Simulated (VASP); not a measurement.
Wanted: the native input for a VASP 6.6.1 run.

```
Task                   : relaxation of cell and atoms
Functional             : PBE
Potentials or basis    : VASP PAW PBE potentials, release 64 (B, As)
Cutoff                 : 520 eV
k mesh                 : 12 × 12 × 12
Occupations            : gaussian, width 0.02 eV
Spin                   : no spin polarisation
Further INCAR settings : ALGO = Fast; EDIFF = 0.05; IBRION = 2; EDIFFG = -0.002; NSW = 80; ISIF = 3
```

The structure of BAs lies in POSCAR:

```
BAs                                     
1.0
   -0.0000000000      2.4047462178      2.4047462178
    2.4047462178     -0.0000000000      2.4047462178
    2.4047462178      2.4047462178     -0.0000000000
  B               As            
     1     1
Direct
     0.0000000000000000    0.0000000000000000    0.0000000000000000
     0.2500000000000000    0.2500000000000000    0.2500000000000000
```

The input as run:

INCAR

```
ALGO     = Fast           # electronic algorithm
EDIFF    = 0.05           # SCF threshold, eV
EDIFFG   = -0.002         # ionic threshold
ENCUT    = 520            # plane-wave cutoff, eV
GGA      = PE             # functional
IBRION   = 2              # ionic algorithm
ISIF     = 3              # what is computed and relaxed
ISMEAR   = 0              # smearing method
LASPH    = T              # aspherical terms in the spheres
LCHARG   = F              # write CHGCAR
LREAL    = F              # projectors in reciprocal space
LWAVE    = F              # write WAVECAR
NELM     = 60             # most SCF steps
NSW      = 80             # ionic steps
PREC     = Accurate       # precision mode
SIGMA    = 0.02           # smearing width, eV
```

KPOINTS

```
k-points
0
Gamma
  12 12 12
```

Potentials or basis: VASP PAW PBE potentials, release 64 (B, As).

Run with:

```bash
$ cat potpaw_PBE.64/B/POTCAR potpaw_PBE.64/As/POTCAR > POTCAR
$ mpirun -np 1 vasp_std > vasp.out
```

Results of the run:

The relaxed volume is 13.96 Å³/atom. The relaxed cell is a = 3.405 Å, b = 3.405 Å, c = 3.405 Å, α = 60.00°, β = 60.00°, γ = 60.00° and the space group after relaxing (to 0.05 Å) is F-43m (No. 216). The energy gained by relaxing is -0.1 meV/atom and the ionic steps are 6. The pressure after relaxing is 0.0 GPa. The band gap on the k mesh is 1.21 eV, indirect (least direct gap 3.25 eV).

It took 40 s on 1 thread of Intel(R) Xeon(R) Platinum 8259CL CPU @ 2.50GHz (Skylake/Cascade Lake), with other jobs on the host, peak memory 0.17 GiB.
